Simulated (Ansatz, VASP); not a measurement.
**Ru in VASP and in Ansatz**

```
Ru
1.0
     4.28422    0.00000    0.00000
    -2.14211    3.71025    0.00000
     0.00000    0.00000    2.69354
Ru
3
Direct
  0.00000 0.00000 0.00000
  0.33333 0.66667 0.50000
  0.66667 0.33333 0.50000
```

The cell was built by a generator and needn't be a form met in nature.

Alike in both runs: functional revPBE; k mesh 9 × 9 × 12; occupations fermi-dirac, width 0.1 eV; no spin polarisation.

Ansatz relaxed the structure, and its values are those at the end. VASP's run is a single point on that final structure, the one shown.

|  | VASP | Ansatz |
| --- | --- | --- |
| version | VASP 6.6.1 | Ansatz 0.2.0 |
| potentials or method | VASP PAW PBE potentials, release 64 (Ru_pv) | plane waves (420 eV) with PAW, scalar-relativistic |
| plane-wave cutoff (eV) | 520 | 420 |
| valence electrons in the cell | 42 | 48 |

```csv
,VASP,Ansatz,Ansatz less VASP
pressure (GPa),0.0,0.0,0.00
```

The two sets of potentials don't hold the same shells in valence.

Caveats: the PAW data sets were made with another functional, which shifts forces and pressure a little (VASP).
